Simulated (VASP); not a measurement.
# Te (R-3m) in VASP: notebook

Runs on Te. Level: PBE. Tasks: single point.

Everything below comes from runs of VASP 6.6.1. Logs are shortened: lines on timing, memory, paths and dates and some standing lists are left out, and cuts for length are marked.

## Step 1: The cell of the first run

It takes space group R-3m (No. 166, trigonal). The conventional cell has a = 4.672 Å, b = 4.672 Å, c = 5.328 Å, α = 90.00°, β = 90.00°, γ = 120.00°. Around Te (site symmetry -3m) lie 6 Te at 3.23 Å.

This isn't the form of Te at room conditions, which is trigonal, of chains.

## Step 2: Single point, PBE (volume 33.579 Å^3 an atom, c/a of the conventional cell 1.1404)

INCAR reads:

```
  ALGO = Normal
  EDIFF = 1E-6
  ENCUT = 520
  GGA = PE
  ISIF = 2
  ISMEAR = 0
  LASPH = T
  LCHARG = F
  LREAL = F
  LWAVE = F
  NBANDS = 9
  NELM = 100
  PREC = Accurate
  SIGMA = 0.15
```

KPOINTS reads:

```
k-points
0
Gamma
  15 15 15
```

POSCAR reads:

```
Te
1.0
    2.3361661592      1.3487861609      1.7761092586
   -2.3361661592      1.3487861609      1.7761092586
    0.0000000000     -2.6975723218      1.7761092587
Te
1
Direct
    0.5000000000      0.5000000000      0.5000000000
```

Potentials or basis: VASP PAW PBE potentials, release 64 (Te).

Started as:

```bash
$ cat potpaw_PBE.64/Te/POTCAR > POTCAR
$ mpirun -np 1 vasp_std > vasp.out
```

OUTCAR:

```text
EDIFF = 1E-6
   ENCUT = 520
   GGA = PE
   ISIF = 2
   ISMEAR = 0
   LASPH = T
   LREAL = F
   NELM = 100
   PREC = Accurate

 ion  position               nearest neighbor table
   1  0.500  0.500  0.500-

  LATTYP: Found a trigonal (rhomboedric) cell.
 ALAT       =     3.2297771641
 COS(alpha) =    -0.0463869959

  Lattice vectors:

 A1 = (   2.3361661592,   1.3487861609,   1.7761092586)
 A2 = (  -2.3361661592,   1.3487861609,   1.7761092586)
 A3 = (   0.0000000000,  -2.6975723218,   1.7761092587)

Analysis of symmetry for initial positions (statically):
=====================================================================
 Subroutine PRICEL returns:
 Original cell was already a primitive cell.

 Routine SETGRP: Setting up the symmetry group for a
 trigonal (rhombohedral) supercell.

 Subroutine GETGRP returns: Found 12 space group operations
 (whereof 12 operations were pure point group operations)
 out of a pool of 12 trial point group operations.

The static configuration has the point symmetry D_3d.

Analysis of symmetry for dynamics (positions and initial velocities):
=====================================================================
 Subroutine PRICEL returns:
 Original cell was already a primitive cell.

 Routine SETGRP: Setting up the symmetry group for a
 trigonal (rhombohedral) supercell.

 Subroutine GETGRP returns: Found 12 space group operations
 (whereof 12 operations were pure point group operations)
 out of a pool of 12 trial point group operations.

The dynamic configuration has the point symmetry D_3d.

 Subroutine INISYM returns: Found 12 space group operations
 (whereof 12 operations are pure point group operations),
 and found     1 'primitive' translations

----------------------------------------------------------------------------------------

                                     Primitive cell

  volume of cell :      33.5790

  direct lattice vectors                    reciprocal lattice vectors
     2.336166159  1.348786161  1.776109259     0.214025872  0.123567895  0.187676142
    -2.336166159  1.348786161  1.776109259    -0.214025872  0.123567895  0.187676142
     0.000000000 -2.697572322  1.776109259     0.000000000 -0.247135790  0.187676142

  length of vectors
     3.229777164  3.229777164  3.229777164     0.310319888  0.310319888  0.310319888

  position of ions in fractional coordinates (direct lattice)
     0.500000000  0.500000000  0.500000000

  ion indices of the primitive-cell ions
   primitive index   ion index
                 1           1

----------------------------------------------------------------------------------------

 KPOINTS: k-points

Automatic generation of k-mesh.
 Grid dimensions read from file:
 generate k-points for:   15   15   15

 Generating k-lattice:

  Cartesian coordinates                     Fractional coordinates (reciprocal lattice)
     0.014268391  0.008237860  0.012511743     0.066666667 -0.000000000  0.000000000
    -0.014268391  0.008237860  0.012511743    -0.000000000  0.066666667  0.000000000
     0.000000000 -0.016475719  0.012511743    -0.000000000 -0.000000000  0.066666667

  Length of vectors
     0.020687993  0.020687993  0.020687993

  Shift w.r.t. Gamma in fractional coordinates (k-lattice)
     0.000000000  0.000000000  0.000000000

 Subroutine IBZKPT returns following result:
 ===========================================

 Found    344 irreducible k-points:

 Following reciprocal coordinates:
            Coordinates               Weight
  0.000000  0.000000  0.000000      1.000000
  0.066667 -0.000000  0.000000      6.000000
  0.133333 -0.000000 -0.000000      6.000000
  0.200000  0.000000 -0.000000      6.000000
  0.266667 -0.000000 -0.000000      6.000000
  0.333333  0.000000 -0.000000      6.000000
[... 16 lines left out ...]
  0.133333  0.133333 -0.000000      6.000000
  0.200000  0.133333  0.000000     12.000000
 [... further k-points ...]
   k-points           NKPTS =    344   k-points in BZ     NKDIM =    344   number of bands    NBANDS=      9
   number of dos      NEDOS =    301   number of ions     NIONS =      1
   total plane-waves  NPLWV =  13824
   dimension x,y,z NGX =    24 NGY =   24 NGZ =   24
   dimension x,y,z NGXF=    48 NGYF=   48 NGZF=   48
   ions per type =               1
   NGX,Y,Z   is equivalent  to a cutoff of  12.35, 12.35, 12.35 a.u.
   NGXF,Y,Z  is equivalent  to a cutoff of  24.71, 24.71, 24.71 a.u.
 SYSTEM =  unknown system
   PREC   = accura    normal or accurate (medium, high low for compatibility)
   ISTART =      0    job   : 0-new  1-cont  2-samecut
   ICHARG =      2    charge: 1-file 2-atom 10-const
   ISPIN  =      1    spin polarized calculation?
   LNONCOLLINEAR =      F non collinear calculations
   LSORBIT =      F    spin-orbit coupling
   LASPH  =      T    aspherical Exc in radial PAW
   ENCUT  =  520.0 eV  38.22 Ry    6.18 a.u.   6.01  6.01  6.01*2*pi/ulx,y,z
   NELM   =    100;   NELMIN=  2; NELMDL= -5     # of ELM steps
   EDIFF  = 0.1E-05   stopping-criterion for ELM
   LREAL  =      F    real-space projection
   EDIFFG = 0.1E-04   stopping-criterion for IOM
   NSW    =      0    number of steps for IOM
   IBRION =     -1    ionic relax: 0-MD 1-quasi-New 2-CG
   NFREE  =      0    steps in history (QN), initial steepest desc. (CG)
   ISIF   =      2    stress and relaxation
   ISYM   =      2    0-nonsym 1-usesym 2-fastsym
   POTIM  = 0.5000    time-step for ionic-motion
   TEBEG  =    0.0;   TEEND  =   0.0 temperature during run
   PSTRESS=    0.0 pullay stress
   NELECT =       6.0000    total number of electrons
   NUPDOWN=      -1.0000    fix difference up-down
   EMIN   =  10.00;   EMAX   =-10.00  energy-range for DOS
   EFERMI =   0.00;   METHOD = LEGACY
   ISMEAR =     0;   SIGMA  =   0.15  broadening in eV -4-tet -1-fermi 0-gaus
   EFERMI_NEDOS =   21; number of points for ismear=-14 and -15
   IALGO  =     38    algorithm
   IMIX   =      4    mixing-type and parameters
     AMIX     =   0.40;   BMIX     =  1.00
     AMIX_MAG =   1.60;   BMIX_MAG =  1.00
  volume/ion in A,a.u.               =      33.58       226.60
  Fermi-wavevector in a.u.,A,eV,Ry     =   0.922082  1.742481 11.568141  0.850234
  Thomas-Fermi vector in A             =   2.047569
   LORBIT       =      0    0 simple, 1 ext, 2 COOP (PROOUT), +10 PAW based schemes
   GGA     = PE    functional components
   LHFCALC =     F    Hartree Fock is set to
   AEXX    =    0.0000 exact exchange contribution
   IVDW    =     0    specifies the selected vdW correction
   LEPSILON=     F    determine dielectric tensor
   LRPA    =     F    only Hartree local field effects (RPA)
 non-spin polarized calculation
 Gauss-broadening in eV      SIGMA  =   0.15
  energy-cutoff  :      520.00
  volume of cell :       33.58
 maximum number of plane-waves:       921
   NGX = 11   NGY = 11   NGZ = 11

 number of electron       6.0000001 magnetization

 Free energy of the ion-electron system (eV)
  ---------------------------------------------------
  ext. energy  EPLUGINS =         0.00000000
  ---------------------------------------------------
  free energy    TOTEN  =        -3.10234948 eV

  energy without entropy =       -3.09651569  energy(sigma->0) =       -3.09943258

 E-fermi :   6.0612     XC(G=0):  -9.1723

 val. band max:        6.0590248572   @ k =  -0.1333   0.1333   0.1333
 cond. band min:       6.0637365482   @ k =  -0.2000   0.1333   0.1333
 fundamental gap:      0.0047116910
 Fermi energy:         6.0611823729

 k-point     1 :       0.0000    0.0000    0.0000
  band No.  band energies     occupation
      1      -7.3060      2.00000
      2       7.0581      0.00000
      3       7.3625      0.00000
      4       7.3625      0.00000
      5      12.2020      0.00000
      6      12.2020      0.00000
      7      12.4911      0.00000
      8      23.0151      0.00000
      9      23.0949      0.00000

 k-point     2 :       0.0667   -0.0000    0.0000
  band No.  band energies     occupation
      1      -7.2556      2.00000
      2       6.6382      0.00000
      3       7.2345      0.00000
      4       7.4060      0.00000
      5      12.2504      0.00000
      6      12.4218      0.00000
      7      13.0240      0.00000
      8      21.7350      0.00000
      9      21.8515      0.00000

 k-point     3 :       0.1333   -0.0000   -0.0000
  band No.  band energies     occupation
      1      -7.1071      2.00000
      2       5.4235      2.00000
      3       7.3359      0.00000
      4       7.5325      0.00000
      5      12.3935      0.00000
      6      12.6147      0.00000
      7      14.5442      0.00000
      8      20.4403      0.00000
      9      20.5646      0.00000

 k-point     4 :       0.2000    0.0000   -0.0000
  band No.  band energies     occupation
      1      -6.8693      2.00000
      2       4.0723      2.00000
      3       7.5280      0.00000
      4       7.7297      0.00000
      5      12.6246      0.00000
      6      12.9028      0.00000
      7      16.3296      0.00000
      8      19.2935      0.00000
      9      19.3908      0.00000
[... 205 lines left out ...]
 k-point    22 :      -0.0667    0.0667    0.0000
  band No.  band energies     occupation
      1      -7.2087      2.00000
      2       6.6314      0.00000
      3       6.8512      0.00000
      4       7.3714      0.00000
      5      12.3719      0.00000
      6      12.9002      0.00000
      7      13.1070      0.00000
      8      20.4605      0.00000
      9      21.7711      0.00000

 k-point    23 :       0.1333    0.1333   -0.0000
  band No.  band energies     occupation
      1      -6.8949      2.00000
      2       5.4710      2.00000
      3       5.5654      2.00000
      4       7.6100      0.00000
      5      12.7319      0.00000
      6      14.8086      0.00000
      7      14.8663      0.00000
      8      19.4829      0.00000
      9      20.6097      0.00000

 k-point    24 :       0.2000    0.1333    0.0000
  band No.  band energies     occupation
      1      -6.6515      2.00000
      2       4.1702      2.00000
      3       5.6983      1.99938
      4       7.8059      0.00000
      5      12.9962      0.00000
      6      15.0356      0.00000
      7      16.4822      0.00000
      8      18.4082      0.00000
      9      19.5432      0.00000

 [... further k-points ...]
[... 5 lines left out ...]
  --------------------------------------------------------------------------------------
  -------------------------------------------------------------------------------------
  Total       -0.3402289     -0.3402289     -0.2130244      0.0000000      0.0000000     -0.0000000
  in kB      -16.2335684    -16.2335684    -10.1641761      0.0000000      0.0000000     -0.0000000
  external PRESSURE =     -14.2104376 kB  Pullay stress =       0.0000000 kB

 VOLUME and BASIS-vectors are now :
 -----------------------------------------------------------------------------
  energy-cutoff  :      520.00
  volume of cell :       33.58
      direct lattice vectors                 reciprocal lattice vectors
     2.336166159  1.348786161  1.776109259     0.214025872  0.123567895  0.187676142
    -2.336166159  1.348786161  1.776109259    -0.214025872  0.123567895  0.187676142
     0.000000000 -2.697572322  1.776109259     0.000000000 -0.247135790  0.187676142

 POSITION                                       TOTAL-FORCE (eV/Angst)
 -----------------------------------------------------------------------------------
      0.00000      0.00000      2.66416         0.000000      0.000000      0.000000
 -----------------------------------------------------------------------------------
    total drift:                                0.000000      0.000000     -0.000000

  FREE ENERGIE OF THE ION-ELECTRON SYSTEM (eV)
  ---------------------------------------------------
  free  energy   TOTEN  =        -3.1023494767 eV

  energy  without entropy=       -3.0965156858  energy(sigma->0) =       -3.09943258
```

It took 26 s on 1 thread of Intel Xeon Platinum 8488C (Sapphire Rapids), shared host; peak memory 0.21 GiB.

What came out:

- Free energy: -3.1023 eV
- Pressure: -1.4 GPa
- Band gap on the k mesh: none (metal or under the smearing width)

Stress tensor (GPa, compression positive):
```
-1.62  0.00  0.00
 0.00 -1.62  0.00
 0.00  0.00 -1.02
```

The run has no spin-orbit coupling, so splittings on Te are missing.

## Step 3: Single point, PBE (volume 35.323 Å^3 an atom, c/a of the conventional cell 1.1713)

INCAR reads:

```
SYSTEM = Te
PREC = Accurate ; ENCUT = 520
EDIFF = 1E-6 ; ISMEAR = 0
SIGMA = 0.15 ; LREAL = .False.
LASPH = .True. ; NELM = 100
ALGO = Normal ; ISIF = 2
LWAVE = .False. ; LCHARG = .False.
GGA = PE ; NBANDS = 9
```

KPOINTS reads:

```
Automatic mesh
0
Gamma
  15 15 15
  0 0 0
```

POSCAR reads:

```
Te
1.0
    2.3548505938      1.3595736242      1.8388243336
   -2.3548505938      1.3595736242      1.8388243336
    0.0000000000     -2.7191472484      1.8388243337
Te
1
Direct
    0.5000000000      0.5000000000      0.5000000000
```

Potentials or basis: VASP PAW PBE potentials, release 64 (Te).

Started as:

```bash
$ cat potpaw_PBE.64/Te/POTCAR > POTCAR
$ mpirun -np 1 vasp_std > vasp.out
```

Run time: 28 s. Hardware: 1 thread of Intel Xeon Platinum 8488C (Sapphire Rapids), shared host; peak memory 0.21 GiB.

Results (log left out):

| Item | Value |
| --- | --- |
| Free energy | -3.0785 eV |
| Pressure | -3.3 GPa |
| Band gap on the k mesh | none (metal or under the smearing width) |

Stress tensor (GPa, compression positive):
```
-3.47  0.00  0.00
 0.00 -3.47  0.00
 0.00  0.00 -2.93
```

Levels at points of the mesh, in eV from the Fermi level:
| k point | band 1 | band 2 | band 3 | band 4 | band 5 | band 6 | band 7 |
| --- | --- | --- | --- | --- | --- | --- | --- |
| (0.00, 0.00, 0.00) | -13.02 | 1.00 | 1.18 | 1.18 | 6.18 | 6.18 | 6.23 |

Spin-orbit coupling is left out, which matters for the levels of Te.
